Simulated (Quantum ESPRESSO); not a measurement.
# Collinear magnetic orders of FeGe with Quantum ESPRESSO

A self-consistent run ends on one state, which hangs on the start. Several orders of FeGe are started in Quantum ESPRESSO and their energies compared.

Method: PBE; plane waves with GBRV 1.5 PBE potentials, no spin-orbit coupling, in Quantum ESPRESSO 7.5.

## (1) Set-up

The structure is hexagonal, space group P6/mmm (No. 191). The conventional cell has a = 4.998 Å, b = 4.998 Å, c = 4.116 Å, α = 90.00°, β = 90.00°, γ = 120.00°. Nearest to Fe lie 4 Fe at 2.50 Å and 6 Ge at 2.50 to 2.51 Å. Nearest to Ge lie 6 Fe at 2.50 Å. Ge has 6 Fe at 2.51 Å nearest. Farther neighbours are not listed.

Coordinates:

```cif
data_structure
_symmetry_space_group_name_H-M 'P 1'
_symmetry_Int_Tables_number 1
_cell_length_a 4.9976
_cell_length_b 4.9976
_cell_length_c 4.1158
_cell_angle_alpha 90.000
_cell_angle_beta 90.000
_cell_angle_gamma 120.000
_cell_volume 89.02
loop_
_atom_site_label
_atom_site_type_symbol
_atom_site_fract_x
_atom_site_fract_y
_atom_site_fract_z
_atom_site_occupancy
Fe1 Fe 0.50000 0.00000 0.00000 1
Fe2 Fe 0.50000 0.50000 0.00000 1
Fe3 Fe 0.00000 0.50000 0.00000 1
Ge4 Ge 0.00000 0.00000 0.00000 1
Ge5 Ge 0.33333 0.66667 0.50000 1
Ge6 Ge 0.66667 0.33333 0.50000 1
```

The cell comes from Materials Project 2023-11-01, a database of computed structures, and need not be the stable phase.

## (2) Run 1, typed as ferro +++

The signs are those of the starting moments on the seeded atoms, the atoms that are given a moment.

File pw.in:

```
&CONTROL
  calculation = 'scf'
  prefix = 'pwscf'
  outdir = './tmp'
  pseudo_dir = './pseudo'
  disk_io = 'nowf'
/
&SYSTEM
  ibrav = 0
  celldm(1) = 8
  nat = 6
  ntyp = 2
  ecutwfc = 40
  ecutrho = 280
  nbnd = 61
  occupations = 'smearing'
  smearing = 'fd'
  degauss = 0.00367493
  nspin = 2
  starting_magnetization(1) = 0.175
  starting_magnetization(2) = 0
/
&ELECTRONS
  conv_thr = 1.2d-08
  electron_maxstep = 150
  mixing_beta = 0.3
/
ATOMIC_SPECIES
Fe     55.8450 fe_pbe_v1.5.uspp.F.UPF
Ge     72.6300 ge_pbe_v1.4.uspp.F.UPF
CELL_PARAMETERS alat
   1.1805124618065    0.0000000000000    0.0000000000000
  -0.5902562309033    1.0223537814049    0.0000000000000
   0.0000000000000    0.0000000000000    0.9722077182275
ATOMIC_POSITIONS crystal
Fe      0.5000000000    0.0000000000    0.0000000000
Fe      0.5000000000    0.5000000000    0.0000000000
Fe      0.0000000000    0.5000000000    0.0000000000
Ge      0.0000000000    0.0000000000    0.0000000000
Ge      0.3333333300    0.6666666700    0.5000000000
Ge      0.6666666700    0.3333333300    0.5000000000
K_POINTS automatic
8 8 8 0 0 0
```

On the command line:

```bash
$ OMP_NUM_THREADS=1 mpirun -n 4 pw.x -nk 4 -in pw.in > pw.out
```

Log:

```text
Program PWSCF v.7.5 starts

     Message from routine setup:
     using ibrav=0 with symmetry is DISCOURAGED, use correct ibrav instead

     K-points division:     npool     =       4
     Subspace diagonalization in iterative solution of the eigenvalue problem:

     G-vector sticks info
     --------------------
     sticks:   dense  smooth     PW     G-vecs:    dense   smooth      PW
     Sum        1723     979    295                47519    20533    3383

     Using Slab Decomposition

     bravais-lattice index     =            0
     lattice parameter (alat)  =       8.0000  a.u.
     unit-cell volume          =     600.7597 (a.u.)^3
     number of atoms/cell      =            6
     number of atomic types    =            2
     number of electrons       =        90.00
     number of Kohn-Sham states=           61
     kinetic-energy cutoff     =      40.0000  Ry
     charge density cutoff     =     280.0000  Ry
     scf convergence threshold =      1.2E-08
     mixing beta               =       0.3000
     number of iterations used =            8  plain     mixing
     Exchange-correlation=  SLA  PW   PBX  PBC
                           (   1   4   3   4   0   0   0)

     celldm(1)=   8.000000  celldm(2)=   0.000000  celldm(3)=   0.000000
     celldm(4)=   0.000000  celldm(5)=   0.000000  celldm(6)=   0.000000

     crystal axes: (cart. coord. in units of alat)
               a(1) = (   1.180512   0.000000   0.000000 )
               a(2) = (  -0.590256   1.022354   0.000000 )
               a(3) = (   0.000000   0.000000   0.972208 )

     reciprocal axes: (cart. coord. in units 2 pi/alat)
               b(1) = (  0.847090  0.489067 -0.000000 )
               b(2) = (  0.000000  0.978135  0.000000 )
               b(3) = (  0.000000 -0.000000  1.028587 )

     PseudoPot. # 1 for Fe read from file:
     fe_pbe_v1.5.uspp.F.UPF
     Pseudo is Ultrasoft + core correction, Zval = 16.0
     Generated by new atomic code, or converted to UPF format
     Using radial grid of  861 points,  6 beta functions with:
                l(1) =   0
                l(2) =   0
                l(3) =   1
                l(4) =   1
                l(5) =   2
                l(6) =   2
     Q(r) pseudized with  8 coefficients,  rinner =    1.000   1.000   1.000
                                                       1.000   1.000

     PseudoPot. # 2 for Ge read from file:
     ge_pbe_v1.4.uspp.F.UPF
     Pseudo is Ultrasoft + core correction, Zval = 14.0
     Generated by new atomic code, or converted to UPF format
     Using radial grid of  873 points,  6 beta functions with:
                l(1) =   0
                l(2) =   0
                l(3) =   1
                l(4) =   1
                l(5) =   2
                l(6) =   2
     Q(r) pseudized with  8 coefficients,  rinner =    1.400   1.400   1.400
                                                       1.400   1.400

     atomic species   valence    mass     pseudopotential
     Fe               16.00    55.84500     Fe( 1.00)
     Ge               14.00    72.63000     Ge( 1.00)

     Starting magnetic structure
     atomic species   magnetization
     Fe              0.175
     Ge              0.000

     24 Sym. Ops., with inversion, found

   Cartesian axes

     site n.     atom                  positions (alat units)
         1        Fe     tau(   1) = (   0.5902562   0.0000000   0.0000000  )
         2        Fe     tau(   2) = (   0.2951281   0.5111769   0.0000000  )
         3        Fe     tau(   3) = (  -0.2951281   0.5111769   0.0000000  )
         4        Ge     tau(   4) = (   0.0000000   0.0000000   0.0000000  )
         5        Ge     tau(   5) = (  -0.0000000   0.6815692   0.4861039  )
         6        Ge     tau(   6) = (   0.5902562   0.3407846   0.4861039  )

     number of k points=    50  Fermi-Dirac smearing, width (Ry)=  0.0037
                       cart. coord. in units 2pi/alat
        k(    1) = (   0.0000000   0.0000000   0.0000000), wk =   0.0019531
        k(    2) = (   0.0000000   0.0000000   0.1285733), wk =   0.0039062
        k(    3) = (   0.0000000   0.0000000   0.2571467), wk =   0.0039062
        k(    4) = (   0.0000000   0.0000000   0.3857200), wk =   0.0039062
        k(    5) = (   0.0000000   0.0000000  -0.5142934), wk =   0.0019531
        [... 45 further k-points ...]

     Dense  grid:    47519 G-vectors     FFT dimensions: (  54,  54,  45)

     Smooth grid:    20533 G-vectors     FFT dimensions: (  40,  40,  32)

     Check: negative core charge=   -0.000030
     Generating pointlists ...
     new r_m :   0.2435 (alat units)  1.9478 (a.u.) for type    1
     new r_m :   0.2435 (alat units)  1.9478 (a.u.) for type    2

     Initial potential from superposition of free atoms

     starting charge      86.9974, renormalised to      90.0000
     Starting wfcs are   66 randomized atomic wfcs

     Self-consistent Calculation

     iteration #  1     ecut=    40.00 Ry     beta= 0.30
     Davidson diagonalization with overlap
     ethr =  1.00E-02,  avg # of iterations =  4.6

     total energy              =   -1391.51132311 Ry
     estimated scf accuracy    <       3.67580502 Ry

     total magnetization       =     4.73 Bohr mag/cell
     absolute magnetization    =     5.38 Bohr mag/cell

     iteration #  2     ecut=    40.00 Ry     beta= 0.30
     Davidson diagonalization with overlap
     ethr =  4.08E-03,  avg # of iterations =  2.1

     total energy              =   -1391.69790129 Ry
     estimated scf accuracy    <       2.74476952 Ry

     total magnetization       =     5.59 Bohr mag/cell
     absolute magnetization    =     6.22 Bohr mag/cell

     iteration #  3     ecut=    40.00 Ry     beta= 0.30
     Davidson diagonalization with overlap
     ethr =  3.05E-03,  avg # of iterations =  2.0

     total energy              =   -1391.96672793 Ry
     estimated scf accuracy    <       0.41672607 Ry

     total magnetization       =     5.13 Bohr mag/cell
     absolute magnetization    =     5.95 Bohr mag/cell

     [... further iterations left out ...]

     iteration # 13     ecut=    40.00 Ry     beta= 0.30
     Davidson diagonalization with overlap
     ethr =  1.89E-09,  avg # of iterations =  2.2

     total energy              =   -1392.03761135 Ry
     estimated scf accuracy    <       0.00000046 Ry

     total magnetization       =     4.33 Bohr mag/cell
     absolute magnetization    =     5.13 Bohr mag/cell

     iteration # 14     ecut=    40.00 Ry     beta= 0.30
     Davidson diagonalization with overlap
     ethr =  5.10E-10,  avg # of iterations =  2.0

     total energy              =   -1392.03761146 Ry
     estimated scf accuracy    <       0.00000012 Ry

     total magnetization       =     4.34 Bohr mag/cell
     absolute magnetization    =     5.14 Bohr mag/cell

     iteration # 15     ecut=    40.00 Ry     beta= 0.30
     Davidson diagonalization with overlap
     ethr =  1.38E-10,  avg # of iterations =  2.5

     total energy              =   -1392.03761183 Ry
     estimated scf accuracy    <       0.00000003 Ry

     total magnetization       =     4.33 Bohr mag/cell
     absolute magnetization    =     5.13 Bohr mag/cell

     iteration # 16     ecut=    40.00 Ry     beta= 0.30
     Davidson diagonalization with overlap
     ethr =  3.64E-11,  avg # of iterations =  2.3

     Magnetic moment per site  (integrated on atomic sphere of radius R)
     atom   1 (R=0.243)  charge= 14.5660  magn=  1.5538
     atom   2 (R=0.243)  charge= 14.5660  magn=  1.5538
     atom   3 (R=0.243)  charge= 14.5660  magn=  1.5538
     atom   4 (R=0.243)  charge= 11.8844  magn= -0.0775
     atom   5 (R=0.243)  charge= 11.9038  magn= -0.0520
     atom   6 (R=0.243)  charge= 11.9038  magn= -0.0520

     End of self-consistent calculation

     Number of k-points >= 100: set verbosity='high' to print the bands.

     the Fermi energy is    14.1641 ev

!    total energy              =   -1392.03761192 Ry
     estimated scf accuracy    <          5.3E-09 Ry
     smearing contrib. (-TS)   =      -0.00313884 Ry
     internal energy E=F+TS    =   -1392.03447307 Ry

     The total energy is F=E-TS. E is the sum of the following terms:
     one-electron contribution =    -813.13768433 Ry
     hartree contribution      =     475.09515848 Ry
     xc contribution           =    -262.71986280 Ry
     ewald contribution        =    -791.27208442 Ry

     total magnetization       =     4.33 Bohr mag/cell
     absolute magnetization    =     5.13 Bohr mag/cell

     convergence has been achieved in  16 iterations

=------------------------------------------------------------------------------=
   JOB DONE.
=------------------------------------------------------------------------------=
```

Run time: 1.8 min. Hardware: 4 MPI ranks of Intel Xeon 6975P-C (Granite Rapids), shared host; peak memory 0.72 GiB.

Spin moment in the atom's sphere by atom:

```tsv
atom	spin moment in the atom's sphere (μB)
Fe1	1.55
Fe2	1.55
Fe3	1.55
Ge4	-0.08
Ge5	-0.05
Ge6	-0.05
```

Numbers from this step:

| Item | Value |
| --- | --- |
| smearing term TS | 0.04271 eV |
| magnetization | 4.333 μB |
| absolute magnetization | 5.133 μB |
| final state | ferromagnetic |

## (3) Run 2 (antiferro q=(0,1/2,1/2) +−+−−+)

The cell is doubled to 12 atoms to hold this order. The wavevector q is in fractions of the reciprocal vectors of the crystal's primitive cell, as the cells of these inputs are built from it; moments change sign between cells as cos(2π q·R).

File pw.in:

```
&CONTROL
  calculation = 'scf'
  prefix = 'pwscf'
  outdir = './tmp'
  pseudo_dir = './pseudo'
  disk_io = 'nowf'
/
&SYSTEM
  ibrav = 0
  celldm(1) = 8
  nat = 12
  ntyp = 3
  ecutwfc = 40
  ecutrho = 280
  nbnd = 110
  occupations = 'smearing'
  smearing = 'fd'
  degauss = 0.00367493
  nspin = 2
  starting_magnetization(1) = 0.175
  starting_magnetization(2) = -0.175
  starting_magnetization(3) = 0
/
&ELECTRONS
  conv_thr = 2.4d-08
  electron_maxstep = 150
  mixing_beta = 0.3
/
ATOMIC_SPECIES
Fe1    55.8450 fe_pbe_v1.5.uspp.F.UPF
Fe2    55.8450 fe_pbe_v1.5.uspp.F.UPF
Ge     72.6300 ge_pbe_v1.4.uspp.F.UPF
CELL_PARAMETERS alat
   1.1805124618065    0.0000000000000    0.0000000000000
  -1.1805124618065    2.0447075628099    0.0000000000000
  -0.5902562309033    1.0223537814049    0.9722077182275
ATOMIC_POSITIONS crystal
Fe1     0.5000000000    0.0000000000    0.0000000000
Fe2     0.5000000000    0.5000000000    0.0000000000
Fe1     0.5000000000    0.2500000000    0.0000000000
Fe2     0.5000000000    0.7500000000    0.0000000000
Fe2     0.0000000000    0.2500000000    0.0000000000
Fe1     0.0000000000    0.7500000000    0.0000000000
Ge      0.0000000000    0.0000000000    0.0000000000
Ge      0.0000000000    0.5000000000    0.0000000000
Ge      0.3333333300    0.0833333350    0.5000000000
Ge      0.3333333300    0.5833333350    0.5000000000
Ge      0.6666666700    0.9166666650    0.5000000000
Ge      0.6666666700    0.4166666650    0.5000000000
K_POINTS automatic
8 4 8 0 0 0
```

Log:

```text
[banner, memory and clock lines left out]
Program PWSCF v.7.5 starts

     Message from routine setup:
     using ibrav=0 with symmetry is DISCOURAGED, use correct ibrav instead

     bravais-lattice index     =            0
     lattice parameter (alat)  =       8.0000  a.u.
     unit-cell volume          =    1201.5194 (a.u.)^3
     number of atoms/cell      =           12
     number of atomic types    =            3
     number of electrons       =       180.00
     number of Kohn-Sham states=          110
     kinetic-energy cutoff     =      40.0000  Ry
     charge density cutoff     =     280.0000  Ry
     scf convergence threshold =      2.4E-08
     mixing beta               =       0.3000
     number of iterations used =            8  plain     mixing
     Exchange-correlation=  SLA  PW   PBX  PBC
                           (   1   4   3   4   0   0   0)

     celldm(1)=   8.000000  celldm(2)=   0.000000  celldm(3)=   0.000000
     celldm(4)=   0.000000  celldm(5)=   0.000000  celldm(6)=   0.000000

     crystal axes: (cart. coord. in units of alat)
               a(1) = (   1.180512   0.000000   0.000000 )
               a(2) = (  -1.180512   2.044708   0.000000 )
               a(3) = (  -0.590256   1.022354   0.972208 )

     reciprocal axes: (cart. coord. in units 2 pi/alat)
               b(1) = (  0.847090  0.489067  0.000000 )
               b(2) = (  0.000000  0.489067 -0.514293 )
               b(3) = (  0.000000 -0.000000  1.028587 )

     PseudoPot. # 1 for Fe read from file:
     fe_pbe_v1.5.uspp.F.UPF
     Pseudo is Ultrasoft + core correction, Zval = 16.0

     PseudoPot. # 2 for Fe read from file:
     fe_pbe_v1.5.uspp.F.UPF
     Pseudo is Ultrasoft + core correction, Zval = 16.0

     PseudoPot. # 3 for Ge read from file:
     ge_pbe_v1.4.uspp.F.UPF
     Pseudo is Ultrasoft + core correction, Zval = 14.0

     atomic species   valence    mass     pseudopotential
     Fe1              16.00    55.84500     Fe( 1.00)
     Fe2              16.00    55.84500     Fe( 1.00)
     Ge               14.00    72.63000     Ge( 1.00)

     Starting magnetic structure
     atomic species   magnetization
     Fe1             0.175
     Fe2            -0.175
     Ge              0.000

      4 Sym. Ops. (no inversion) found

   Cartesian axes

     site n.     atom                  positions (alat units)
         1        Fe1    tau(   1) = (   0.5902562   0.0000000   0.0000000  )
         2        Fe2    tau(   2) = (   0.0000000   1.0223538   0.0000000  )
         3        Fe1    tau(   3) = (   0.2951281   0.5111769   0.0000000  )
         4        Fe2    tau(   4) = (  -0.2951281   1.5335307   0.0000000  )
         5        Fe2    tau(   5) = (  -0.2951281   0.5111769   0.0000000  )
         6        Fe1    tau(   6) = (  -0.8853843   1.5335307   0.0000000  )
         7        Ge     tau(   7) = (   0.0000000   0.0000000   0.0000000  )
         8        Ge     tau(   8) = (  -0.5902562   1.0223538   0.0000000  )
         9        Ge     tau(   9) = (  -0.0000000   0.6815692   0.4861039  )
        10        Ge     tau(  10) = (  -0.5902562   1.7039230   0.4861039  )
        11        Ge     tau(  11) = (  -0.5902562   2.3854922   0.4861039  )
        12        Ge     tau(  12) = (   0.0000000   1.3631384   0.4861039  )

     number of k points=    55  Fermi-Dirac smearing, width (Ry)=  0.0037
                       cart. coord. in units 2pi/alat
        k(    1) = (   0.0000000   0.0000000   0.0000000), wk =   0.0039062
        k(    2) = (   0.0000000   0.0000000   0.1285733), wk =   0.0078125
        k(    3) = (   0.0000000   0.0000000   0.2571467), wk =   0.0078125
        k(    4) = (   0.0000000   0.0000000   0.3857200), wk =   0.0078125
        k(    5) = (   0.0000000   0.0000000  -0.5142934), wk =   0.0039062
        [... 50 further k-points ...]

     Dense  grid:    95007 G-vectors     FFT dimensions: (  54, 108,  72)

     Smooth grid:    41081 G-vectors     FFT dimensions: (  40,  80,  50)

     Check: negative core charge=   -0.000030
     Generating pointlists ...
     new r_m :   0.2435 (alat units)  1.9478 (a.u.) for type    1
     new r_m :   0.2435 (alat units)  1.9478 (a.u.) for type    2
     new r_m :   0.2435 (alat units)  1.9478 (a.u.) for type    3

     Initial potential from superposition of free atoms

     starting charge     173.9947, renormalised to     180.0000
     Starting wfcs are  132 randomized atomic wfcs

     Self-consistent Calculation

     iteration #  1     ecut=    40.00 Ry     beta= 0.30
     Davidson diagonalization with overlap
     ethr =  1.00E-02,  avg # of iterations =  2.2

     total energy              =   -2782.72701991 Ry
     estimated scf accuracy    <       7.95337120 Ry

     total magnetization       =     0.00 Bohr mag/cell
     absolute magnetization    =    10.00 Bohr mag/cell

     iteration #  2     ecut=    40.00 Ry     beta= 0.30
     Davidson diagonalization with overlap
     ethr =  4.42E-03,  avg # of iterations =  2.2

     total energy              =   -2782.98864828 Ry
     estimated scf accuracy    <       8.78349854 Ry

     total magnetization       =    -0.00 Bohr mag/cell
     absolute magnetization    =    12.30 Bohr mag/cell

     [... further iterations left out ...]

     iteration # 23     ecut=    40.00 Ry     beta= 0.30
     Davidson diagonalization with overlap
     ethr =  8.94E-11,  avg # of iterations =  2.2

     total energy              =   -2784.02556405 Ry
     estimated scf accuracy    <       0.00000004 Ry

     total magnetization       =     0.00 Bohr mag/cell
     absolute magnetization    =    11.23 Bohr mag/cell

     iteration # 24     ecut=    40.00 Ry     beta= 0.30
     Davidson diagonalization with overlap
     ethr =  2.38E-11,  avg # of iterations =  2.6

     Magnetic moment per site  (integrated on atomic sphere of radius R)
     atom   1 (R=0.243)  charge= 14.5565  magn=  1.8014
     atom   2 (R=0.243)  charge= 14.5564  magn= -1.8014
     atom   3 (R=0.243)  charge= 14.5682  magn=  1.6690
     atom   4 (R=0.243)  charge= 14.5682  magn= -1.6684
     atom   5 (R=0.243)  charge= 14.5682  magn= -1.6684
     atom   6 (R=0.243)  charge= 14.5682  magn=  1.6690
     atom   7 (R=0.243)  charge= 11.8899  magn= -0.0210
     atom   8 (R=0.243)  charge= 11.8899  magn=  0.0210
     atom   9 (R=0.243)  charge= 11.9102  magn=  0.0000
     atom  10 (R=0.243)  charge= 11.9102  magn= -0.0000
     atom  11 (R=0.243)  charge= 11.9102  magn= -0.0000
     atom  12 (R=0.243)  charge= 11.9102  magn= -0.0000

     End of self-consistent calculation

     Number of k-points >= 100: set verbosity='high' to print the bands.

     the Fermi energy is    13.9769 ev

!    total energy              =   -2784.02556407 Ry
     estimated scf accuracy    <       0.00000001 Ry
     smearing contrib. (-TS)   =      -0.00726339 Ry
     internal energy E=F+TS    =   -2784.01830068 Ry

     The total energy is F=E-TS. E is the sum of the following terms:
     one-electron contribution =   -1626.45132447 Ry
     hartree contribution      =     950.50391151 Ry
     xc contribution           =    -525.52671888 Ry
     ewald contribution        =   -1582.54416883 Ry

     total magnetization       =     0.00 Bohr mag/cell
     absolute magnetization    =    11.23 Bohr mag/cell

     convergence has been achieved in  24 iterations
```

Wall time 16 min (4 MPI ranks); peak memory 1.9 GiB.

Spin moment in the atom's sphere by atom:

```tsv
atom	spin moment in the atom's sphere (μB)
Fe1	1.80
Fe2	-1.80
Fe3	1.67
Fe4	-1.67
Fe5	-1.67
Fe6	1.67
Ge7	-0.02
Ge8	0.02
Ge9	0.00
Ge10	0.00
Ge11	0.00
Ge12	0.00
```

Read from the output:

```yaml
smearing_term_ts: 0.09882 eV
magnetization: 0 μB
absolute_magnetization: 11.23 μB
final_state: antiferromagnetic
```

(Part 1 of 2 ends here.)

[Logs and program files are shortened in this print: banners, set-up blocks, solver, clock and traceback lines can be left out without a mark of their own.]

[Logs are printed without paths, hosts, clocks, repeated set-up lines and the standing remarks that a program may print on its own settings, such as how far it seeks lower states.]

[Hosts, paths, dates, database ids (printed as entryN), source tags and the programs' standing remarks are cut or masked in the printed files.]

[Where a cell is said to come from a database of computed structures, the database is the Materials Project.]
